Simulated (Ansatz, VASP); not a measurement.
Ga3H: VASP beside Ansatz

```
CELL_PARAMETERS angstrom
0.00000 3.13163 3.13163
3.13163 0.00000 3.13163
3.13163 3.13163 0.00000
ATOMIC_POSITIONS crystal
Ga 0.25000 0.25000 0.25000
Ga 0.50000 0.50000 0.50000
Ga 0.75000 0.75000 0.75000
H 0.00000 0.00000 0.00000
```

Change from the starting cell: species swapped into the YMg3 type (Fm-3m, No. 225).

Alike in both runs: functional PBE; k mesh 12 × 12 × 12; occupations gaussian, width 0.1 eV; no spin polarisation.

Ansatz relaxed the structure, and its values are those at the end. VASP's run is a single point on that final structure, the one shown.

```csv
,VASP,Ansatz
version,VASP 6.6.1,Ansatz 0.2.0
potentials or method,"VASP PAW PBE potentials, release 64 (Ga_d, H)","scalar-relativistic, plane waves, PAW"
plane-wave cutoff (eV),520,420
valence electrons in the cell,40,40
```

```tsv
	VASP	Ansatz	Ansatz less VASP
gap on the k mesh at the Fermi level (eV)	none	none	-
pressure (GPa)	0.0	0.0	-0.09
```

A gap of «none» marks a metal or a gap that the smearing closes.
